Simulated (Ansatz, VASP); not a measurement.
## Two plane-wave programs on Zr4B

File INCAR:

```
SYSTEM = Zr4B
PREC = Accurate
ENCUT = 520
EDIFF = 1E-6
ISMEAR = 0
SIGMA = 0.2
LREAL = .False.
LASPH = .True.
NELM = 100
ALGO = Fast
ISIF = 2
LWAVE = .False.
LCHARG = .False.
GGA = PE
NBANDS = 62
```

Contents of KPOINTS:

```
Automatic mesh
0
Gamma
  6 6 1
  0 0 0
```

The input POSCAR:

```
Zr4B
1.0
    3.3671052011      0.0000000000      0.0000000000
   -1.6835526005      2.9159986414      0.0000000000
    0.0000000000      0.0000000000     20.9949292555
Zr B
8 2
Direct
    0.3333333333      0.6666666667      0.4361840229
    0.3333333333      0.6666666667      0.9361840229
    0.3333333333      0.6666666667      0.1924383258
    0.3333333333      0.6666666667      0.6924383258
    0.6666666667      0.3333333333      0.0638159771
    0.6666666667      0.3333333333      0.5638159771
    0.6666666667      0.3333333333      0.3075616742
    0.6666666667      0.3333333333      0.8075616742
    0.0000000000      1.0000000000      0.0000000000
    0.0000000000      1.0000000000      0.5000000000
```

Input for Ansatz:

```yaml
crystal:
  lattice:
    - [3.3671052011, 0.0, 0.0]
    - [-1.6835526005, 2.9159986414, 0.0]
    - [0.0, 0.0, 20.9949292555]
  atoms:
    - { symbol: Zr, position: [0.3333333333, 0.6666666667, 0.4361840229] }
    - { symbol: Zr, position: [0.3333333333, 0.6666666667, 0.9361840229] }
    - { symbol: Zr, position: [0.3333333333, 0.6666666667, 0.1924383258] }
    - { symbol: Zr, position: [0.3333333333, 0.6666666667, 0.6924383258] }
    - { symbol: Zr, position: [0.6666666667, 0.3333333333, 0.0638159771] }
    - { symbol: Zr, position: [0.6666666667, 0.3333333333, 0.5638159771] }
    - { symbol: Zr, position: [0.6666666667, 0.3333333333, 0.3075616742] }
    - { symbol: Zr, position: [0.6666666667, 0.3333333333, 0.8075616742] }
    - { symbol: B, position: [0.0, 1.0, 0.0] }
    - { symbol: B, position: [0.0, 1.0, 0.5] }
basis:
  ecutwfc: 420
kpoints:
  mp_grid: { grid: [6, 6, 1] }
hamiltonian:
  xc: pbe
scf:
  occupations: { method: gaussian, width: 0.2 }
  lower_state_search: "off"
output:
  forces: true
  stress: true
  eigenvalues: true
```

Alike in both runs: task single point; functional PBE; k mesh 6 × 6 × 1; occupations gaussian, width 0.2 eV; no spin polarisation.

```csv
,VASP,Ansatz
version,VASP 6.6.1,Ansatz 0.2.0
potentials or method,"VASP PAW PBE potentials, release 64 (Zr_sv, B)","scalar-relativistic, plane waves, PAW"
plane-wave cutoff (eV),520,420
valence electrons in the cell,102,102
```

|  | VASP | Ansatz | Ansatz less VASP |
| --- | --- | --- | --- |
| gap on the k mesh at the Fermi level (eV) | none | none | - |
| pressure (GPa) | 0.0 | 0.0 | -0.03 |
| largest component of the traceless stress (GPa) | 0.23 | 0.23 | 0.000 |
| rms of the force components (eV/Å) | 0.024 | 0.024 | -0.0003 |

Atom by atom the forces differ by 0.002 eV/Å (rms over components). A gap of «none» marks a metal or a gap that the smearing closes.
